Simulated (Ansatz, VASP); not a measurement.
**MgO (Periclase): VASP beside Ansatz**

Aim: how closely do two programs agree when they are given the same cell, functional and k mesh?

Program: Ansatz 0.2.0. Level of theory: plane waves, with VASP 6.6.1 beside it; band structure at PBE. Results are calculated unless marked as measured.

The database entry behind the starting cell differs from later determinations by our own check (about 0.1 % long), so it need not match the best structure at ambient conditions.

### 1. The starting structure

Symmetry: Fm-3m, No. 225, cubic system. The conventional cell has a = 4.217 Å, b = 4.217 Å, c = 4.217 Å, α = 90.00°, β = 90.00°, γ = 90.00°. Mg has 6 O at 2.11 Å nearest. Nearest to O lie 6 Mg at 2.11 Å. Farther neighbours and most contacts between anions are not listed.

As a file:

```cif
data_structure
_symmetry_space_group_name_H-M 'P 1'
_symmetry_Int_Tables_number 1
_cell_length_a 2.9819
_cell_length_b 2.9819
_cell_length_c 2.9819
_cell_angle_alpha 60.000
_cell_angle_beta 60.000
_cell_angle_gamma 60.000
_cell_volume 18.75
loop_
_atom_site_label
_atom_site_type_symbol
_atom_site_fract_x
_atom_site_fract_y
_atom_site_fract_z
_atom_site_occupancy
Mg1 Mg 0.00000 0.00000 0.00000 1
O2 O 0.50000 0.50000 0.50000 1
```

### 2. Ansatz: band structure, PBE

Ansatz runs on its default PAW (the set named soft_2) files.

Levels along a path test the potential and the projectors away from the mesh points.

Contents of input.yaml:

```yaml
crystal:
  lattice:
    - [0.0, 2.1085, 2.1085]
    - [2.1085, 0.0, 2.1085]
    - [2.1085, 2.1085, 0.0]
  atoms:
    - { symbol: Mg, position: [0.0, 0.0, 0.0] }
    - { symbol: O, position: [0.5, 0.5, 0.5] }
hamiltonian:
  xc: pbe
  pseudopotentials: { kind: paw }
kpoints:
  mp_grid: { grid: [4, 4, 4] }
  band_path:
    path:
      - [0.0, 0.0, 0.0]
      - [0.18182, 0.0, 0.18182]
      - [0.36364, 0.0, 0.36364]
      - [0.5, 0.0, 0.5]
      - [0.5, 0.09091, 0.59091]
      - [0.5, 0.18182, 0.68182]
      - [0.5, 0.25, 0.75]
      - [0.45455, 0.29545, 0.75]
      - [0.40909, 0.34091, 0.75]
      - [0.375, 0.375, 0.75]
      - [0.20455, 0.20455, 0.40909]
      - [0.06818, 0.06818, 0.13636]
      - [0.04545, 0.04545, 0.04545]
      - [0.22727, 0.22727, 0.22727]
      - [0.40909, 0.40909, 0.40909]
      - [0.51136, 0.47727, 0.51136]
      - [0.55682, 0.38636, 0.55682]
      - [0.60227, 0.29545, 0.60227]
      - [0.61364, 0.25, 0.63636]
      - [0.56818, 0.25, 0.68182]
      - [0.51136, 0.25, 0.73864]
      - [0.5, 0.29545, 0.70455]
      - [0.5, 0.38636, 0.61364]
      - [0.5, 0.47727, 0.52273]
      - [0.47727, 0.47727, 0.54545]
      - [0.43182, 0.43182, 0.63636]
      - [0.38636, 0.38636, 0.72727]
      - [0.60227, 0.20455, 0.60227]
      - [0.55682, 0.11364, 0.55682]
      - [0.5, 0.0, 0.5]
    npoints: 1
scf:
  occupations: { method: gaussian, width: 0.01 }
  n_extra_bands: 7
output:
  forces: true
  stress: true
  eigenvalues: true
```

Launch:

```sh
> ansatz run input.yaml --threads 2 --pin off --max-ram 4608MiB --backend cpu --events-out ev --progress --plain --runs-dir out
```

Numbers of over 12 decimals in the logs are rounded to 6 here.

Log:

```text
scf.n_extra_bands = 7 over 8 filled bands (N_el = 16.0): the run solves 15 bands
Engine: ansatz 0.2.0, aarch64-unknown-linux-gnu
Pseudopotentials: kind: paw
Pseudopotential: Mg, paw, valence charge 10, recommended cutoff 420 eV (normal), Mg.paw.azcp
Pseudopotential: O, paw, valence charge 6, recommended cutoff 420 eV (normal), O.paw.azcp
Functional definition: PBE
  parameter kappa = 0.804
  parameter beta = 0.066725
  exchange = pbe_x(kappa = kappa, mu = beta*pi^2/3)
  correlation = pbe_c(beta = beta)
Crystal: 2 atoms, lattice volume = 18.748 Å³
Basis set: ecut = 420 eV, 339 PW (Γ), exchange–correlation on 40×40×40 points (8 copies of the dense FFT grid, shifted against one another)
Bands: 15, of which v1, the nominal top of the filled ones, is band 8 counted from 1 (7 counted from 0)
Symmetry: 48 space group operations
Space group: Fm-3m (ITA 225), of the structure as read, at distance tolerance 2.7e-5 Å
k-points: 8 of 64
Non-local potential: Mg, projectors of the file, l = 0: 3, l = 1: 2, l = 2: 1
Non-local potential: O, projectors of the file, l = 0: 2, l = 1: 2, l = 2: 1
PAW form: soft (Blöchl's): semilocal exchange-correlation on the pseudo side does not see the compensation charge
PAW one-centre angular grid: Mg, 110 points (default); XC on 64 Gauss nodes
PAW one-centre angular grid: O, 110 points (default); XC on 64 Gauss nodes
Initial density: superposition of atomic densities (neutral atoms: chi_scale 0, normalization atom), corrected by the library's trained network
Initial wavefunctions: pseudopotential atomic-orbital guess
Functional: x = pbe(κ = 0.804, μ = 0.219515), c = pbe(β = 0.066725)
SCF iter   1: F=—  HF=-2494.119229 eV  |F-HF|=—  |Δ(HF+E_count)|=         —  Δρ=1.45e-3  dr2=3.14e-4  ethr=1.77e-3  ⟨swp⟩=5.9  Hψ=650  notcnv=0
preconditioner: auto → none  [insulator: Δε(μ)=4.708 eV  Ē_g=22.617 eV  σ=0.010 eV  W_gap=1.00  n_scr=8 (ndim 8)  ℏωp=24.3 eV  f_vac=0.000  D(μ)=0.00/eV (n_scr^D=0)  ε∞_Penn≈2.2]
SCF iter   2: F=—  HF=-2494.119930 eV  |F-HF|=—  |Δ(HF+E_count)|=   7.01e-4  Δρ=4.28e-4  dr2=9.78e-6  ethr=1.96e-6  ⟨swp⟩=2.4  Hψ=281  notcnv=0  defer=13
SCF iter   3: F=—  HF=-2494.119949 eV  |F-HF|=—  |Δ(HF+E_count)|=   1.95e-5  Δρ=1.98e-4  dr2=1.70e-6  ethr=6.12e-8  ⟨swp⟩=2.5  Hψ=170  notcnv=0  defer=13
SCF iter   4: F=—  HF=-2494.119962 eV  |F-HF|=—  |Δ(HF+E_count)|=   1.29e-5  Δρ=2.98e-5  dr2=1.19e-7  ethr=1.06e-8  ⟨swp⟩=2.0  Hψ=154  notcnv=0  defer=13
iter 5 did not close the SCF: its close was put off for the readings that it lacked (scf_convergence_deferred on its scf_iter line)
SCF iter   5: F=-2494.119962 eV  HF=-2494.119962 eV  |F-HF|=1.38e-8  |Δ(HF+E_count)|=   8.22e-8  Δρ=1.07e-5  dr2=1.64e-8  ethr=7.47e-10  ⟨swp⟩=2.1  Hψ=135  notcnv=0  defer=13
SCF iter   6: F=-2494.119962 eV  HF=-2494.119962 eV  |F-HF|=9.92e-10  |Δ(HF+E_count)|=   4.53e-9  Δρ=2.84e-6  dr2=1.09e-9  ethr=1.03e-10  ⟨swp⟩=4.9  Hψ=454  notcnv=0
SCF 1 converged in 6 iterations: F = -2494.119962 eV  dr2 = 1.09e-9
  greatest PAW one-centre occupation: 1.000 electrons in one spin orbital (limit 2), on the Mg atom at site 0 (counted from 0), in its partial waves of l = 0
NSCF: frozen V_eff on 30 k-points
SCF converged after 6 iterations
Free energy (F): -2494.119962 eV
Harris-Foulkes:  -2494.119962 eV  (|F-HF|=9.92e-10)
Internal energy: -2494.119962 eV  (E = F + TS)
E sigma→0 (E₀):  -2494.119962 eV
Fermi energy:    10.457113 eV
--- Per-component energies (eV) ---
  E_band       = -293.200791
  E_kinetic    = 255.809803
  E_local      = -1604.726044  (includes V_loc(G=0)·N_el)
  E_nonlocal   = 142.808041
  E_hartree    = 555.217316
  E_xc         = -105.259612
  E_vxc        = -134.889329  (∫ρ·V_xc dr)
  E_paw        = -450.115112  (= ΣΔE_a)
  E_vpaw       = -62.639678  (= ΣTr[D̂ρ^β])
  E_aug_tail   = 0.002523  (compensation charges beyond the density's cutoff)
  E_ewald      = -1287.856876
  E_smearing   = -0.000000  (= −TS)
  E_closure    = -0.000000  (closes the sum)
  Σ components = -2494.119962   (vs F -2494.119962, Δ=0.00e0)
--- Forces (eV/Å), atoms counted from 1 ---
  atom   1  Mg    -0.00000000     0.00000000     0.00000000
  atom   2  O      0.00000000    -0.00000000    -0.00000000
  max |Σ_I F_I| component: 2.03e-29 eV/Å
--- Stress (GPa, compression-positive) ---
        4.112493       0.000000       0.000000
        0.000000       4.112493       0.000000
       -0.000000       0.000000       4.112493
  P = ⅓ Tr σ = 4.1125 GPa (41.125 kbar)
--- Band table (eV; the first three rows and the last of 8) ---
  k-point 0: bands = [... 4 lower, -9.1299, 8.1064, 8.1064, 8.1064, 12.8078, 23.8952, 23.8952, 23.8952, ... 3 higher]
  k-point 1: bands = [... 4 lower, -8.5282, 5.4576, 7.7689, 7.7689, 15.1714, 20.6630, 24.7411, 24.7411, ... 3 higher]
  k-point 2: bands = [... 4 lower, -7.8188, 3.5105, 7.4592, 7.4592, 15.9923, 20.6755, 24.4036, 24.4036, ... 3 higher]
  k-point 7: bands = [... 4 lower, -7.5371, 5.1810, 5.1810, 6.3452, 19.7376, 19.7376, 20.2355, 23.5889, ... 3 higher]
```

Elapsed: 0.81 s, on 2 threads of Arm Neoverse N1, shared host; peak memory 0.22 GiB.

The column dr2 measures how far the density is from self-consistency, as an energy; F and HF (Harris–Foulkes) agree once it is small.

### 3. VASP: band structure, PBE

The same cell, functional, mesh and smearing now go to VASP, with its own data sets and cutoff.

Lines of VASP's logs that name or quote its potential files are left out, and so is its time.

Contents of INCAR:

```
SYSTEM = MgO
PREC = Accurate
ENCUT = 440
EDIFF = 1E-08
NELM = 100
ISMEAR = 0
SIGMA = 0.01
LREAL = .FALSE.
ALGO = Normal
GGA = PE
NBANDS = 10
LORBIT = 11
LWAVE = .TRUE.
LCHARG = .FALSE.
KPAR = 8
```

Contents of POSCAR:

```
MgO
1.0
    0.0000000000      2.1085000000      2.1085000000
    2.1085000000      0.0000000000      2.1085000000
    2.1085000000      2.1085000000      0.0000000000
Mg O
1 1
Direct
    0.0000000000      0.0000000000      0.0000000000
    0.5000000000      0.5000000000      0.5000000000
```

Contents of KPOINTS:

```
Automatic mesh
0
Gamma
4 4 4
0 0 0
```

Contents of KPOINTS_OPT:

```
Line mode
12
Line-mode
Reciprocal
  0.00000000   0.00000000   0.00000000 GAMMA
  0.50000000   0.00000000   0.50000000 X

  0.50000000   0.00000000   0.50000000 X
  0.50000000   0.25000000   0.75000000 W

  0.50000000   0.25000000   0.75000000 W
  0.37500000   0.37500000   0.75000000 K

  0.37500000   0.37500000   0.75000000 K
  0.00000000   0.00000000   0.00000000 GAMMA

  0.00000000   0.00000000   0.00000000 GAMMA
  0.50000000   0.50000000   0.50000000 L

  0.50000000   0.50000000   0.50000000 L
  0.62500000   0.25000000   0.62500000 U

  0.62500000   0.25000000   0.62500000 U
  0.50000000   0.25000000   0.75000000 W

  0.50000000   0.25000000   0.75000000 W
  0.50000000   0.50000000   0.50000000 L

  0.50000000   0.50000000   0.50000000 L
  0.37500000   0.37500000   0.75000000 K

  0.62500000   0.25000000   0.62500000 U
  0.50000000   0.00000000   0.50000000 X
```

The projector-augmented-wave data sets are Mg_GW and O_GW (PBE family, release 64).

Launch:

```sh
> mpirun -np 8 vasp_std
```

Log:

```text
[banner, memory and clock lines left out]
running    8 mpi-ranks, on    1 nodes
 distrk:  each k-point on    1 cores,    8 groups
 distr:  one band on    1 cores,    1 groups

 POSCAR found type information on POSCAR MgO
 POSCAR found :  2 types and       2 ions
|                                                                             |
|           W    W    AA    RRRRR   N    N  II  N    N   GGGG   !!!           |
|           W    W   A  A   R    R  NN   N  II  NN   N  G    G  !!!           |
|           W    W  A    A  R    R  N N  N  II  N N  N  G       !!!           |
|           W WW W  AAAAAA  RRRRR   N  N N  II  N  N N  G  GGG   !            |
|           WW  WW  A    A  R   R   N   NN  II  N   NN  G    G                |
|           W    W  A    A  R    R  N    N  II  N    N   GGGG   !!!           |
|                                                                             |
|     For optimal performance we recommend to set                             |
|       NCORE = 2 up to number-of-cores-per-socket                            |
|     NCORE specifies how many cores store one orbital (NPAR=cpu/NCORE).      |
|     This setting can greatly improve the performance of VASP for DFT.       |
|     The default, NCORE=1 might be grossly inefficient on modern             |
|     multi-core architectures or massively parallel machines. Do your        |
|     Unfortunately you need to use the default for GW and RPA                |
|     calculations (for HF NCORE is supported but not extensively tested      |
|     yet).                                                                   |
|                                                                             |

 LDA part: xc-table for (Slater+PW92), standard interpolation
 POSCAR, INCAR and KPOINTS ok, starting setup
 FFT: planning ... GRIDC
 FFT: planning ... GRID_SOFT
 FFT: planning ... GRID
 WAVECAR not read
 entering main loop
       N       E                     dE             d eps       ncg     rms          rms(c)
DAV:   1     0.380786457651E+02    0.38079E+02   -0.47079E+03   160   0.674E+02
DAV:   2    -0.118403672487E+02   -0.49919E+02   -0.48010E+02   174   0.218E+02
DAV:   3    -0.134628319952E+02   -0.16225E+01   -0.16193E+01   224   0.359E+01
DAV:   4    -0.134715810965E+02   -0.87491E-02   -0.87478E-02   190   0.290E+00
DAV:   5    -0.134716836547E+02   -0.10256E-03   -0.10253E-03   194   0.294E-01    0.713E+00
DAV:   6    -0.119303609803E+02    0.15413E+01   -0.89720E+00   230   0.280E+01    0.233E+00
DAV:   7    -0.119128419095E+02    0.17519E-01   -0.50324E-02   182   0.318E+00    0.136E+00
DAV:   8    -0.119058767898E+02    0.69651E-02   -0.28699E-02   182   0.296E+00    0.168E-01
DAV:   9    -0.119058500052E+02    0.26785E-04   -0.25607E-03   236   0.603E-01    0.833E-02
DAV:  10    -0.119058637008E+02   -0.13696E-04   -0.52562E-04   174   0.263E-01    0.716E-03
DAV:  11    -0.119058639267E+02   -0.22590E-06   -0.54376E-06   196   0.251E-02    0.321E-03
DAV:  12    -0.119058638922E+02    0.34537E-07   -0.34462E-07   182   0.648E-03    0.149E-03
DAV:  13    -0.119058638232E+02    0.68929E-07   -0.18156E-07   208   0.480E-03    0.747E-05
DAV:  14    -0.119058637984E+02    0.24848E-07   -0.90205E-10   114   0.393E-04    0.151E-05
DAV:  15    -0.119058637929E+02    0.54517E-08   -0.13524E-10   104   0.184E-04
   1 F= -.11905864E+02 E0= -.11905864E+02  d E =-.592685E-76
 Start KPOINTS_OPT (optional k-point list driver)
k-point batch [1-8\120]
       N       E                     dE             ncg
DAV:   1     0.312454837012E+03   -0.29526E+03      160
DAV:   2    -0.863316820462E+02   -0.39879E+03      178
DAV:   3    -0.103930062506E+03   -0.17598E+02      228
DAV:   4    -0.103991880868E+03   -0.61818E-01      184
DAV:   5    -0.103992377800E+03   -0.49693E-03      202
DAV:   6    -0.103992385020E+03   -0.72195E-05      192
DAV:   7    -0.103992385113E+03   -0.92684E-07      218
DAV:   8    -0.103992385114E+03   -0.10350E-08      200
[...]
k-point batch [113-120\120]
       N       E                     dE             ncg
DAV:   1     0.129839011548E+03   -0.27168E+04      184
DAV:   2    -0.149583054431E+03   -0.27942E+03      176
DAV:   3    -0.158534018635E+03   -0.89510E+01      202
DAV:   4    -0.158582437153E+03   -0.48419E-01      224
DAV:   5    -0.158582620420E+03   -0.18327E-03      208
DAV:   6    -0.158582621219E+03   -0.79855E-06      232
DAV:   7    -0.158582621219E+03   -0.53376E-09      212
 writing wavefunctions
```

OUTCAR, selected parts (step 3):

```text
ion  position               nearest neighbor table
   1  0.000  0.000  0.000-   2 2.11   2 2.11   2 2.11   2 2.11   2 2.11   2 2.11
   2  0.500  0.500  0.500-   1 2.11   1 2.11   1 2.11   1 2.11   1 2.11   1 2.11

  LATTYP: Found a face centered cubic cell.
 ALAT       =     4.2170000000

 Subroutine GETGRP returns: Found 48 space group operations
 (whereof 48 operations were pure point group operations)

The static configuration has the point symmetry O_h .

 Found      8 irreducible k-points:

   k-points           NKPTS =      8   k-points in BZ     NKDIM =      8   number of bands    NBANDS=     10

   dimension x,y,z NGX =    20 NGY =   20 NGZ =   20
   dimension x,y,z NGXF=    40 NGYF=   40 NGZF=   40

   ENCUT  =  440.0 eV  32.34 Ry    5.69 a.u.   5.10  5.10  5.10*2*pi/ulx,y,z

   NELECT =       8.0000    total number of electrons

 k-points in reciprocal lattice and weights: Automatic mesh
   0.00000000  0.00000000  0.00000000       0.016
   0.25000000  0.00000000  0.00000000       0.125
   0.50000000  0.00000000  0.00000000       0.062
   0.25000000  0.25000000  0.00000000       0.094
   0.50000000  0.25000000  0.00000000       0.375
  -0.25000000  0.25000000  0.00000000       0.188
   0.50000000  0.50000000  0.00000000       0.047
  -0.25000000  0.50000000  0.25000000       0.094

 average (electrostatic) potential at core
       1 -35.0804       2 -69.6042

 E-fermi :   3.3024

 k-point     1 :       0.0000    0.0000    0.0000
  band No.  band energies     occupation
      1     -14.0781      2.00000
      2       3.1730      2.00000
      3       3.1730      2.00000
      4       3.1730      2.00000
      5       7.8564      0.00000
      6      18.9482      0.00000
      7      18.9482      0.00000
      8      18.9482      0.00000
      9      22.8558      0.00000
    ...

 k-point     2 :       0.2500    0.0000    0.0000
  band No.  band energies     occupation
      1     -13.4931      2.00000
      2       0.5198      2.00000
      3       2.8373      2.00000
      4       2.8373      2.00000
      5      10.2219      0.00000
      6      15.7187      0.00000
      7      19.7684      0.00000
      8      19.7684      0.00000
      9      23.2214      0.00000
    ...

 k-point     3 :       0.5000    0.0000    0.0000
  band No.  band energies     occupation
      1     -12.8016      2.00000
      2      -1.4337      2.00000
      3       2.5262      2.00000
      4       2.5262      2.00000
      5      11.0395      0.00000
      6      15.7336      0.00000
      7      19.3904      0.00000
      8      19.3904      0.00000
      9      23.9698      0.00000
    ...

  Total       -0.0307449     -0.0307449     -0.0307449      0.0000000      0.0000000      0.0000000
  in kB       -2.6274438     -2.6274438     -2.6274438      0.0000000      0.0000000      0.0000000
  external PRESSURE =      -2.6274438 kB  Pullay stress =       0.0000000 kB

  energy-cutoff  :      440.00
  volume of cell :       18.75
      direct lattice vectors                 reciprocal lattice vectors
     0.000000000  2.108500000  2.108500000    -0.237135404  0.237135404  0.237135404
     2.108500000  0.000000000  2.108500000     0.237135404 -0.237135404  0.237135404
     2.108500000  2.108500000  0.000000000     0.237135404  0.237135404 -0.237135404

 POSITION                                       TOTAL-FORCE (eV/Angst)
 -----------------------------------------------------------------------------------
      0.00000      0.00000      0.00000         0.000000     -0.000000      0.000000
      2.10850      2.10850      2.10850        -0.000000      0.000000      0.000000
 -----------------------------------------------------------------------------------
    total drift:                                0.000000      0.000000      0.000000

  FREE ENERGIE OF THE ION-ELECTRON SYSTEM (eV)
  ---------------------------------------------------
  free  energy   TOTEN  =       -11.9058637929 eV

  energy  without entropy=      -11.9058637929  energy(sigma->0) =      -11.90586379

 total charge
# of ion       s       p       d       tot
------------------------------------------
    1        0.145   0.178   0.079   0.402
    2        1.520   3.519   0.000   5.039
--------------------------------------------------
tot          1.665   3.697   0.079   5.441

[... 3 further parts left out ...]
```

The run ends at a pressure of -0.26 GPa.

### 4. Side by side

Known differences besides the potentials themselves: the data sets hold 16 valence electrons in Ansatz (default PAW (the set named soft_2) files) and 8 in VASP; the cutoff is 420 eV in Ansatz and 440 eV in VASP; VASP leaves aspherical gradient terms in its spheres out (LASPH is not set), Ansatz keeps them. Total energies have different zeros and are not compared.

Compared:

```
                     quantity  Ansatz   VASP  difference
gap over the path points (eV)   4.701  4.683      +0.018
```

Levels at points of the path, from each program's valence-band top (eV; 3 filled, then empty):

```
k (reciprocal lattice)                         Ansatz                           VASP
     0.000 0.000 0.000      0.00 0.00 0.00 4.70 15.79      0.00 0.00 0.00 4.68 15.78
     0.182 0.000 0.182   -1.78 -0.45 -0.45 6.87 12.40   -1.78 -0.45 -0.45 6.85 12.39
     0.364 0.000 0.364    -3.62 -1.14 -1.14 9.56 9.74    -3.64 -1.14 -1.14 9.55 9.72
     0.500 0.000 0.500    -4.04 -1.33 -1.33 9.13 9.94    -4.07 -1.34 -1.34 9.11 9.91
     0.500 0.091 0.591   -3.88 -1.64 -1.47 9.62 10.43   -3.91 -1.65 -1.47 9.60 10.40
     0.500 0.182 0.682  -3.43 -2.35 -1.69 10.75 11.58  -3.45 -2.36 -1.69 10.74 11.56
     0.500 0.250 0.750  -2.92 -2.92 -1.76 11.63 11.63  -2.95 -2.95 -1.76 11.62 11.62
     0.455 0.295 0.750  -3.24 -2.70 -1.58 10.94 11.96  -3.26 -2.71 -1.58 10.93 11.94
     0.409 0.341 0.750  -3.42 -2.68 -1.24 10.27 11.78  -3.44 -2.69 -1.24 10.25 11.76
     0.375 0.375 0.750  -3.46 -2.69 -1.13 10.09 11.74  -3.48 -2.70 -1.14 10.06 11.72
```

Among the levels compared at these points, filled levels agree within 31 meV and empty ones within 28 meV. Not compared: the pressure (VASP's GW data sets at this cutoff don't carry it).

### 5. What the set-up changes

Further runs change the set-up of one program: Ansatz's method, potentials or start, or VASP's data sets, cutoff or form of LDA. The table gives Ansatz less VASP for each quantity, since a change that brings one quantity closer may part another.

```
                                        run  gap over the path points (eV)
                                   as above                          0.018
          Ansatz's all-electron LAPW method                          0.013
    Ansatz's larger PAW set (cutoff 900 eV)                          0.013
norm-conserving potentials (cutoff 1240 eV)                          0.023
```

### 6. Outcome

```
difference in gap over the path points (band structure, PBE) : 0.018 eV
```

**Reading.** The difference in gap over the path points is 0.018 eV (band structure, PBE), within the 0.08 eV picked in this series as the mark of a large difference. Band structure, PBE, Ansatz's all-electron LAPW method: the difference in gap over the path points goes from 0.018 to 0.013 eV. Band structure, PBE, Ansatz's larger PAW set (cutoff 900 eV): the difference in gap over the path points goes from 0.018 to 0.013 eV. Band structure, PBE, norm-conserving potentials (cutoff 1240 eV): the difference in gap over the path points goes from 0.018 to 0.023 eV. How closely two codes agree says nothing of how well the functional describes the real material.

[Lines on the potential files, build, host, timing and source positions are cut from VASP's logs without a mark.]

[Logs are printed without paths, hosts, clocks, repeated set-up lines and the standing remarks that a program may print on its own settings, such as how far it seeks lower states.]

[Hosts, paths, dates, database ids (printed as entryN), source tags and the programs' standing remarks are cut or masked in the printed files.]
